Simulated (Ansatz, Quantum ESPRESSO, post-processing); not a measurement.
# 1T-GeCl2, 1 layer: response to a perpendicular field, part 5 of 6

How does 1T-GeCl2, 1 layer respond to a gate-like field without added charge?

Quantum ESPRESSO 7.5; plane-wave DFT, PBE, GBRV ultrasoft pseudopotentials; geometry and cross-check by Ansatz 0.2.0 with PAW datasets.

So far. Step 13 (Band structure: field -0.2 V/Å): Upper empty bands that drop with the field can be states of the vacuum, held by the sawtooth; they depend on the cell's width. Step 13 (Band structure: field -0.2 V/Å): Along this path the valence top lies at K and the conduction bottom at Γ.

### Step 14. Valence density

The density shows how far the electrons spill into the vacuum.

Input file f0.rho.in:

```
&inputpp
  prefix = 'f0'
  outdir = './out'
  filplot = 'f0.rho.dat'
  plot_num = 0
/
```

Started as:

```console
> OMP_NUM_THREADS=1 mpirun -n 4 pp.x -in f0.rho.in > f0.rho.out
```

Numbers of over 12 decimals in the logs are rounded to 6 here.

Log:

```text
[banner, memory and clock lines left out]
Program POST-PROC v.7.5 starts

          URL

     ./out/f0.save/

     IMPORTANT: XC functional enforced from input :
     Exchange-correlation= PBE
                           (   1   4   3   4   0   0   0)
     Any further DFT definition will be discarded
     Please, verify this is what you really want

     negative rho (up, down):  2.736E-02 0.000E+00

     Adding external electric field

     Computed dipole along edir(3) :
        Dipole               -0.0000 Ry au,         -0.0000 Debye
        Dipole field         -0.0000 Ry au,

        Potential amp.        0.0000 Ry
        Total length         35.5359 bohr

     Calling punch_plot, plot_num =   0
     Writing data to file  f0.rho.dat
     Message from routine chdens:
     namelist plot not found or invalid, exiting
```

It took 1.1 s on 4 MPI ranks of Arm Neoverse V1, shared host; peak memory 0.12 GiB; 4 s of CPU time.

Numbers from this step:

| Item | Value |
| --- | --- |
| electrons by integration | 28.00 e |

The valence density, planar mean oscillates, so the rows of the table below give means over windows of 0.5 Å about each position, cut where the curve ends. Its maxima inside the range that stand out by 2 % of the span (Å: e/Å³): 8.60: 0.381, 9.79: 1.44, 10.99: 0.381. Its minima: 9.14: 0.291, 10.45: 0.291.

Mean over planes. The valence density, planar mean by z; means over each step:

```
z (Å)  valence density, planar mean (e/Å³)
  5.0                               3.6e-5
  5.5                               1.9e-4
  6.0                               9.9e-4
  6.5                              0.00522
  7.0                               0.0292
  7.5                                0.139
  8.0                                0.321
  8.5                                0.368
  9.0                                0.319
  9.5                                0.781
 10.0                                0.958
 10.5                                0.320
 11.0                                0.368
 11.5                                0.338
 12.0                                0.172
 12.5                               0.0392
 13.0                              0.00710
 13.5                              0.00132
 14.0                               2.5e-4
 14.5                               4.8e-5
```

Valence density in the ca plane at fractional y = 0.000, with atoms of Ge within 0.2 Å of it. It is the smooth field of the valence electrons, not physical close to the nuclei.

Ten steps, logarithmic in the rise over the least value, from '0' (0 e/Å³) to '9' (39 e/Å³), each cell a mean:
```
00000000000000000000002586310000000000000000
00000000000000000000001232100000000000000000
00000000000000000000000011000000000000000000
00000000000000000000000000000000000000000000
00000000000000000000110000011100000000000000
00000000000000000000110000001000000000000000
00000000000000000000000000000000000000000000
00000000000000000000001111100000000000000000
00000000000000000000001465200000000000000000
00000000000000000000002798310000000000000000
```
Columns run along c (16.0 Å, from fractional 0.05 to 0.87 of the cell), rows up along a (3.9 Å). Atoms in or near the plane, at fractional coordinates: Ge at (0.50, 0.00).

The density integrates to 28.000 electrons, as the 28 of the input ask.

### Step 15. Density by pp.x

Input file f2.rho.in:

```
&inputpp
  prefix = 'f2'
  outdir = './out'
  filplot = 'f2.rho.dat'
  plot_num = 0
/
```

Started as:

```console
> OMP_NUM_THREADS=1 mpirun -n 4 pp.x -in f2.rho.in > f2.rho.out
```

Run time: 1.1 s. Hardware: 4 MPI ranks; peak memory 0.12 GiB.

### Step 16. Charge moved by a field of 0.2 V/Å

Read from the output:

- largest charge moved across a plane: 0.001000 e/Å²
- dipole step: -0.8376 eV

The planar mean by z:

z (Å), planar mean (e/Å³) and a bar from the least value:
```
        3    0.00000 ##################
        4    0.00000 ##################
        5    0.00001 ##################
        6    0.00006 ####################
        7    0.00043 ##############################
        8    0.00039 #############################
        9    0.00004 ###################
       10    0.00005 ###################
       11   -0.00017 #############
       12   -0.00066 
       13   -0.00020 #############
       14   -0.00002 ##################
       15    0.00000 ##################
       16    0.00000 ##################
       17    0.00000 ##################
```

Running integral, electrons below z against z:

```
z (Å)  running integral, electrons below z (e/Å²)
  3.5                                      4.9e-8
  4.0                                      1.8e-7
  4.5                                      6.6e-7
  5.0                                      2.4e-6
  5.5                                      8.5e-6
  6.0                                      2.9e-5
  6.5                                      8.9e-5
  7.0                                      2.5e-4
  7.5                                      5.5e-4
  8.0                                      8.1e-4
  8.5                                      9.4e-4
  9.0                                      1.0e-3
  9.5                                      9.8e-4
 10.0                                      9.8e-4
 10.5                                      1.0e-3
 11.0                                      9.4e-4
 11.5                                      8.0e-4
 12.0                                      5.3e-4
 12.5                                      2.3e-4
 13.0                                      8.0e-5
 13.5                                      2.4e-5
 14.0                                      6.9e-6
 14.5                                      1.8e-6
 15.0                                      4.7e-7
 15.5                                      1.2e-7
 16.0                                      2.9e-8
```

### Step 17. Polarisability from the dipole between 0 and 0.1 V/A

Numbers from this step:

* change of slope in the vacuum: 0.10000 eV/Å
* polarisability a cell: 4.476 Å³
* sheet polarisability 4πα/A: 4.187 Å

The change of the potential energy, second field less first by z:

z (Å), change of the potential energy, second field less first (eV) and a bar from the least value:
```
        0     -0.385 ######
        1     -0.670 
        2     -0.570 ##
        3     -0.470 #####
        4     -0.370 #######
        5     -0.270 #########
        6     -0.171 ###########
        7     -0.079 #############
        8     -0.025 ###############
        9     -0.008 ###############
       10      0.002 ###############
       11      0.013 ###############
       12      0.041 ################
       13      0.115 ##################
       14      0.212 ####################
       15      0.311 ######################
       16      0.411 ########################
       17      0.511 ###########################
       18      0.611 #############################
       19      0.661 ##############################
```

### Step 18. Dipole against field

The dipole along the normal, dipole moment by applied field:

```
applied field (V/Å)  dipole along the normal, dipole moment (e·Å)
             -0.200                                       -0.0622
              0.000                                             0
              0.100                                        0.0311
              0.200                                        0.0622
```

### Step 19. The same in Ansatz: field 0.1 V/Å

As a check, the same structure is run in Ansatz.

Level of this step: plane-wave DFT, PBE, Ansatz PAW (Ansatz 0.2.0).

Input file input.yaml:

```yaml
crystal:
  lattice:
    - [3.9385604096, 0.0, 0.0]
    - [-1.9692802048, 3.4108933691, 0.0]
    - [0.0, 0.0, 19.5883005154]
  atoms:
    - { symbol: Cl, position: [0.6666666667, 0.3333333333, 0.4249192358] }
    - { symbol: Ge, position: [0.0, 0.0, 0.5000000208] }
    - { symbol: Cl, position: [0.3333333333, 0.6666666667, 0.5750807435] }
kpoints:
  mp_grid: { grid: [12, 12, 1] }
hamiltonian:
  xc: pbe
scf:
  occupations: { method: fermi_dirac, width: 0.054 }
  convergence: { dr2_threshold: 1.0e-09 }
efield:
  axis: 3
  dipole_correction: true
  ramp_position: 0.97
  ramp_width: 0.04
  amplitude: 0.1
output:
  write_potential: true
  write_density: true
  volumetric_format: npy
```

Started as:

```console
> ansatz run input.yaml --threads 4 --pin off --max-ram 8192MiB --backend cpu --events-out ev --progress --plain --runs-dir out
```

Log:

```text
[...]
Crystal: 3 atoms, lattice volume = 263.149 Å³
Basis set: ecut = 420 eV, 5225 PW (Γ)
Bands: 18, of which v1, the nominal top of the filled ones, is band 14 counted from 1 (13 counted from 0)
Symmetry: 6 space group operations
k-points: 19 of 144 (time reversal used)
[...]
SCF iter   1: F=—  HF=-6456.730732 eV  |F-HF|=—  |Δ(HF+E_count)|=         —  Δρ=1.62e-2  dr2=1.58e0  ethr=3.10e-3  p=0.034 e·Å  D=2.33e-2 V/Å  ΔV_dip=-0.46 eV  dr2_dipole=6.09e-5  V_vac-E_F(+/−)=6.08/4.74 eV  ⟨swp⟩=7.8  Hψ=1915  notcnv=0
[...]
SCF iter  10: F=-6456.291203 eV  HF=-6456.291203 eV  |F-HF|=2.30e-10  |Δ(HF+E_count)|=   1.12e-8  Δρ=2.51e-7  dr2=1.53e-10  ethr=3.57e-12  p=0.031 e·Å  D=2.14e-2 V/Å  ΔV_dip=-0.42 eV  dr2_dipole=7.40e-13  V_vac-E_F(+/−)=6.30/4.92 eV  ⟨swp⟩=5.5  Hψ=1047  notcnv=0
SCF 1 converged in 10 iterations: F = -6456.291203 eV  dr2 = 1.53e-10
[...]
SCF converged after 10 iterations
Free energy (F): -6456.291203 eV
[...]
Internal energy: -6456.291203 eV  (E = F + TS)
E sigma→0 (E₀):  -6456.291203 eV
Fermi energy:    -2.680124 eV
Dipole field:    D = 0.021392 V/Å  (p = 0.031109 e·Å, saw-weighted, corrected)
Work function:   not extracted (applied field tilts the vacuum); planar V_es + V_field profile in the machine report
[...]
--- Band table (eV; the first three rows and the last of 19) ---
  k-point 0: bands = [... 10 lower, -5.7465, -5.7465, -5.7053, -4.7027, -1.4409, -0.0230, -0.0230, 2.2650]
  k-point 1: bands = [... 10 lower, -5.8382, -5.6959, -5.6671, -4.5153, -1.2309, -0.0844, 0.0501, 2.3663]
  k-point 2: bands = [... 10 lower, -6.1139, -5.6864, -5.6265, -4.2761, -0.8390, -0.0387, 0.2353, 2.6269]
  k-point 18: bands = [... 10 lower, -7.1098, -5.7714, -5.7536, -4.0586, 0.5939, 0.5955, 0.9478, 4.6482]
```

Wall time 3.3 s (4 threads); peak memory 0.48 GiB.

This step gave:

* free energy: -6456.2912 eV
* Fermi energy: -2.680 eV
* gap by band count: 2.618 eV
* dipole along the normal: 0.03111 e·Å

At 0.1 V/Å Ansatz's dipole is 0.0311 e Å against 0.0311 from pw.x.

### Step 20. The same in Ansatz: field -0.1 V/Å

input.yaml, as its differences from the input of step 19:

```diff
@@ -21,3 +21,3 @@
   ramp_width: 0.04
-  amplitude: 0.1
+  amplitude: -0.1
 output:
```

Log:

```text
[...]
Crystal: 3 atoms, lattice volume = 263.149 Å³
Basis set: ecut = 420 eV, 5225 PW (Γ)
Bands: 18, of which v1, the nominal top of the filled ones, is band 14 counted from 1 (13 counted from 0)
Symmetry: 6 space group operations
k-points: 19 of 144 (time reversal used)
[...]
--- Band table (eV; the first three rows and the last of 19) ---
  k-point 0: bands = [... 10 lower, -5.7773, -5.7773, -5.7361, -4.7335, -1.4717, -0.0538, -0.0538, 2.2442]
  k-point 1: bands = [... 10 lower, -5.8690, -5.7267, -5.6979, -4.5461, -1.2617, -0.1152, 0.0193, 2.3457]
  k-point 2: bands = [... 10 lower, -6.1447, -5.7172, -5.6573, -4.3069, -0.8698, -0.0695, 0.2045, 2.6053]
  k-point 18: bands = [... 10 lower, -7.1406, -5.8022, -5.7844, -4.0894, 0.5631, 0.5647, 0.9170, 4.6174]
[key lines of the parts left out:]
SCF converged after 10 iterations
Free energy (F): -6456.291201 eV
Fermi energy:    -2.710923 eV
Dipole field:    D = -0.021374 V/Å  (p = -0.031083 e·Å, saw-weighted, corrected)
```

Run time: 3.3 s. Hardware: 4 threads; peak memory 0.48 GiB; 13 s of CPU time.

Numbers from this step:

| Quantity | Value |
| --- | --- |
| Fermi energy | -2.711 eV |
| dipole along the normal | -0.03108 e·Å |

### Step 21. Dipole against field, Ansatz

Dipole along the normal, dipole moment against applied field:

```
applied field (V/Å)  dipole along the normal, dipole moment (e·Å)
            -0.1000                                       -0.0311
             0.0000                                        4.7e-5
             0.1000                                        0.0311
```

[end of part 5 of 6]

[Logs are printed without paths, hosts, clocks, repeated set-up lines and the standing remarks that a program may print on its own settings, such as how far it seeks lower states.]

[Hosts, paths, dates, database ids (printed as entryN), source tags and the programs' standing remarks are cut or masked in the printed files.]

[Maps of the electrostatic potential energy from Ansatz leave out the sawtooth potential of an applied field or a dipole correction, so their vacuum need not be flat; planar profiles and work functions include it.]
